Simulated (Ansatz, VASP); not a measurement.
# BH2N (H-BN-H chair monolayer): VASP beside Ansatz, part 2 of 2

Wanted: the spread between two codes on one cell, functional and k mesh. Of the first pair: The structure shown is the start of the Ansatz relaxation below; VASP solves that cell, so the two are compared at the walk's first step.

VASP 6.6.1 and Ansatz 0.2.0.

So far: The starting structure; Ansatz: relaxation, PBE with D3(BJ); VASP: single point, PBE with D3(BJ), start cell, pair 1.

## Step 4: Side by side

Known differences besides the potentials themselves: Ansatz cuts the interaction across the vacuum, VASP repeats the sheet with a dipole correction; the cutoff is 420 eV in Ansatz and 520 eV in VASP. Total energies have different zeros and are not compared.

Forces (eV/Å; atoms numbered as in POSCAR):

| atom | Ansatz x, y, z | VASP x, y, z |
| --- | --- | --- |
| H1 | 0.000, 0.000, -0.542 | 0.000, 0.000, -0.560 |
| H2 | 0.000, 0.000, 1.232 | 0.000, 0.000, 1.244 |
| N3 | 0.000, 0.000, 0.331 | 0.000, 0.000, 0.323 |
| B4 | 0.000, 0.000, -1.021 | 0.000, 0.000, -1.007 |

The forces differ by 7.8 meV/Å r.m.s., which is 1.6 % of the r.m.s. force of 0.498 eV/Å (both taken over all components). With vacuum in the cell, a pressure given here is an average over mostly empty space and none of the material.

## Step 5: Ansatz: relaxation, PBE with D3(BJ)

This run makes the geometry at which the two programs are then compared.

The structure compared here is the end of the Ansatz relaxation.

input.yaml reads:

```yaml
crystal:
  lattice:
    - [2.5575, 0.0, 0.0]
    - [-1.27875, 2.2148599702, 0.0]
    - [0.0, 0.0, 36.3866666671]
  atoms:
    - { symbol: H, position: [0.6666666667, 0.3333333333, 0.4630817149] }
    - { symbol: "N", position: [0.6666666667, 0.3333333333, 0.4911139612] }
    - { symbol: B, position: [0.3333333333, 0.6666666667, 0.5053133016] }
    - { symbol: H, position: [0.3333333333, 0.6666666667, 0.5369182851] }
  periodic: [true, true, false]
kpoints:
  mp_grid: { grid: [12, 12, 1] }
hamiltonian:
  xc: pbe
  dispersion: d3bj
scf:
  occupations: { method: fermi_dirac, width: 0.05 }
  convergence: { dr2_threshold: 1.0e-09 }
relax:
  f_tol: 0.004
  max_steps: 90
  cell: {}
output:
  write_potential: true
  write_density: true
  volumetric_format: npy
```

On the command line:

```
> ansatz run input.yaml --threads 2 --pin off --max-ram 3072MiB --backend cpu --events-out ev --progress --plain --runs-dir out
```

Numbers of over 12 decimals in the logs are rounded to 6 here.

What it wrote:

```text
[...]
Crystal: 4 atoms, lattice volume = 206.112 Å³
Basis set: ecut = 420 eV, 4111 PW (Γ), exchange–correlation on 36×36×500 points (8 copies of the dense FFT grid, shifted against one another)
Bands: 9, of which v1, the nominal top of the filled ones, is band 5 counted from 1 (4 counted from 0)
Symmetry: 6 space group operations
[...]
--- Relaxed structure (5 steps of the walk, 5 accepted, 2 SCFs on fresh bases) ---
[...]
cell:  # Å, volume = 210.3305 Å³
    - [2.583537, 0, 0]
    - [-1.291769, 2.237409, 0]
    - [0, 0, 36.3866666671]
  atoms:
    - { symbol: H, position: [0.666667, 0.333333, 0.462472] }
    - { symbol: N, position: [0.666667, 0.333333, 0.490892] }
    - { symbol: B, position: [0.333333, 0.666667, 0.505075] }
    - { symbol: H, position: [0.333333, 0.666667, 0.537988] }
[key lines of the parts left out:]
SCF converged after 3 iterations
Free energy (F): -574.020623 eV
Fermi energy:    -4.542939 eV
P = ½ c Tr σ = 0.0047 N/m
```

## Step 6: VASP: single point, PBE with D3(BJ), relaxed cell, pair 2

The same cell, functional, mesh and smearing now go to VASP, with its own data sets.

INCAR reads:

```
SYSTEM = BH2N
PREC = Accurate
ENCUT = 520
EDIFF = 1E-06
NELM = 120
ISMEAR = -1
SIGMA = 0.05
LREAL = .FALSE.
ALGO = Normal
GGA = PE
IVDW = 12
NBANDS = 11
LORBIT = 11
LWAVE = .FALSE.
LCHARG = .FALSE.
ISIF = 2
LDIPOL = .TRUE.
IDIPOL = 3
DIPOL = 0.5 0.5 0.499
LVHAR = .TRUE.
LASPH = .TRUE.
GGA_COMPAT = .FALSE.
EFERMI = MIDGAP
NELMDL = -8
```

POSCAR reads:

```
BH2N
1.0
    2.5835370178      0.0000000000      0.0000000000
   -1.2917685089      2.2374086890      0.0000000000
    0.0000000000      0.0000000000     36.3866666671
H N B
2 1 1
Direct
    0.6666666667      0.3333333333      0.4624720918
    0.3333333334      0.6666666666      0.5379880433
    0.6666666667      0.3333333333      0.4908921579
    0.3333333334      0.6666666666      0.5050749699
```

KPOINTS reads:

```
Automatic mesh
0
Gamma
12 12 1
0 0 0
```

The projector-augmented-wave data sets are H, N and B (PBE family, release 64).

On the command line:

```
> mpirun -np 1 vasp_std
```

What it wrote:

```text
[... set-up lines as in an earlier step ...]
 entering main loop
       N       E                     dE             d eps       ncg     rms          rms(c)
DAV:   1     0.618202593120E+02    0.61820E+02   -0.39227E+03   474   0.623E+02
DAV:   2    -0.184302455683E+02   -0.80251E+02   -0.66748E+02   644   0.120E+02
DAV:   3    -0.260493970429E+02   -0.76192E+01   -0.76107E+01   562   0.560E+01
DAV:   4    -0.262078162667E+02   -0.15842E+00   -0.15838E+00   716   0.809E+00
[...]
DAV:  24    -0.239482782752E+02   -0.54570E-05   -0.14358E-07   518   0.146E-03    0.168E-04
DAV:  25    -0.239482798860E+02   -0.16108E-05   -0.22403E-08   540   0.528E-04    0.942E-05
DAV:  26    -0.239482804297E+02   -0.54367E-06   -0.57739E-09   533   0.363E-04
   1 F= -.24221136E+02 E0= -.24221136E+02  d E =-.316181E-13
```

Parts of OUTCAR (step 6):

```text
 Edisp (eV)   -0.27286

  Total      -0.03074    -0.03074     0.00344     0.00000     0.00000     0.00000
  in kB      -0.23414    -0.23414     0.02620     0.00000     0.00000     0.00000
  external pressure =       -0.15 kB  Pullay stress =        0.00 kB

 POSITION                                       TOTAL-FORCE (eV/Angst)
 -----------------------------------------------------------------------------------
      1.29177      0.74580     16.82782         0.000000     -0.000000     -0.019870
      0.00000      1.49161     19.57559         0.000000     -0.000000      0.008294
      1.29177      0.74580     17.86193        -0.000000      0.000000     -0.003574
      0.00000      1.49161     18.37799        -0.000000     -0.000000      0.015151
 -----------------------------------------------------------------------------------
    total drift:                               -0.000000     -0.000000      0.000012

  FREE ENERGIE OF THE ION-ELECTRON SYSTEM (eV)
  ---------------------------------------------------
  free  energy   TOTEN  =       -24.2211355032 eV

  energy  without entropy=      -24.2211355032  energy(sigma->0) =      -24.22113550

[... 1 part as in an earlier step ...]

[... 2 further parts left out ...]
[key lines of the parts left out:]
E-fermi :  -3.7398
```

## Step 7: Comparison

The two programs side by side:

```csv
quantity,Ansatz,VASP,difference
gap on the k mesh (eV),2.845,2.840,+0.005
```

At this near-relaxed geometry the largest component of a force difference is 19 meV/Å. A gap on the mesh is an upper bound, since the band edges may lie between its points. With vacuum in the cell, a pressure given here is an average over mostly empty space and none of the material.

## Step 8: Summary of results

| Item | Value |
| --- | --- |
| r.m.s. force difference (single point, PBE with D3(BJ), start cell, pair 1) | 1.6 % of the r.m.s. force |
| difference in gap on the k mesh (single point, PBE with D3(BJ), relaxed cell, pair 2) | 0.0051 eV |
| r.m.s. force difference (single point, PBE with D3(BJ), relaxed cell, pair 2) | 7.1 meV/Å |

What this shows: The r.m.s. force difference is 7.1 meV/Å (single point, PBE with D3(BJ), relaxed cell, pair 2), within the 12 meV/Å picked in this series as the mark of a large difference. How closely two codes agree says nothing of how well the functional describes the real material.

[Lines on the potential files, build, host, timing and source positions are cut from VASP's logs without a mark.]

[Logs are printed without paths, hosts, clocks, repeated set-up lines and the standing remarks that a program may print on its own settings, such as how far it seeks lower states.]

[Hosts, paths, dates, database ids (printed as entryN), source tags and the programs' standing remarks are cut or masked in the printed files.]
